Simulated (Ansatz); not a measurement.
## Sn (I4_1/amd)

Method: DFT PBEsol, scalar-relativistic, plane waves, PAW (Ansatz 0.2.0).

Plane waves to 420 eV, a k mesh through Γ of 14×14×14 on the computed 2-atom cell and Gaussian smearing (0.10 eV); no spin polarisation.

The structure is relaxed at this level of theory with its symmetry kept.

```xyz
2
Lattice="-2.9099 2.9099 1.5870 2.9099 -2.9099 1.5870 2.9099 2.9099 -1.5870" Properties=species:S:1:pos:R:3 pbc="T T T"
Sn    0.0000    2.9099    0.7935
Sn    0.0000    0.0000    0.0000
```

| Item | Value |
| --- | --- |
| Space group | I4_1/amd (No. 141) |
| Volume per atom | 26.88 Å³ |
| Formation energy from the elements' standard states (uncorrected) | +0.003 eV/atom |
| Kohn–Sham band gap | none (metal) |
| Density of states at the Fermi level | 0.93 states/eV per cell |
| Löwdin character within 0.5 eV of the Fermi level | Sn 5p 82 %, Sn 5s 16 % |
| Bulk modulus | 56 GPa |
| Its pressure derivative | 4.9 |
| Bader charges (e) | Sn (2 in the cell) 0.00 |